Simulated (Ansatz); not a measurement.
**SiO2: strain energy, fitted**

SiO2, P4_32_12, a = 5.028 Å, c = 7.006 Å. This isn't the usual stable structure of the compound. Ansatz: PBEsol, PAW, 420 eV, Γ-centred 6×6×4 mesh on 12 atoms, Gaussian smearing 0.02 eV; no spin polarisation. Series: biaxial strain in the a-b plane, c and atoms relaxed; x is the strain in per cent. y is the free energy over the unstrained cell, V0 = 14.758 Å³/atom.

```tsv
x (%)	y (meV/atom)
-3.0	4.72
-1.5	1.23
0.0	0.00
1.5	?
3.0	4.01
```

**Question.** Fit y = c2 x² + c3 x³ to the other rows, turn c2 into a modulus, and predict the missing energy.

**Answer.** Least squares on the rows shown. y = 0.4863 x² − 0.01336 x³. In eV per unit strain² c2 is 4.863; M is the biaxial modulus (E = M V0 ε²): 4.863 × 160.2 / (14.758) = 53 GPa. The unstrained cell keeps some stress along the strain, worth a slope of -0.06 meV/atom per %, which the form leaves out. At x = 1.5 the fit asked for gives 1.05 meV/atom. The run gave 0.96 meV/atom, so the fit is 0.09 meV/atom too high, within twice the rms miss on the fitted rows (0.05 meV/atom).